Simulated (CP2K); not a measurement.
Crystal: As.

```
CELL_PARAMETERS angstrom
4.13100 0.00000 0.00000
2.41839 3.34911 0.00000
2.41839 1.23667 3.11243
ATOMIC_POSITIONS crystal
As 0.22600 0.22600 0.22600
As 0.77400 0.77400 0.77400
```

Base run:

| Quantity | Value |
| --- | --- |
| Program | CP2K 2026.2 |
| Functional | PBE |
| Potentials or basis | POTENTIAL_UZH As GTH-PBE-q5; TZVP-MOLOPT-PBE-GTH basis |
| Density cutoff | 6123 eV |
| k mesh | 9 × 9 × 9 |
| Occupations | fermi-dirac, width 0.05 eV |
| Spin | no spin polarisation |

Its results: band gap on the k mesh none (metal or under the smearing width); pressure 4.4 GPa; largest force 0.524 eV/Å.

Problem. The run is repeated on the same cell with these changes: functional from PBE to RPBE; occupations from fermi-dirac, width 0.05 eV to gaussian, width 0.05 eV. What comes out?

Solution. Band gap on the k mesh none (metal or under the smearing width); pressure 5.2 GPa; largest force 0.465 eV/Å.

Caveats: the basis of atomic orbitals isn't converged, which shifts pressures, moduli and gaps; the potentials were made for another functional, which shifts forces and pressure (some runs).

Not every run made on this cell is shown here.
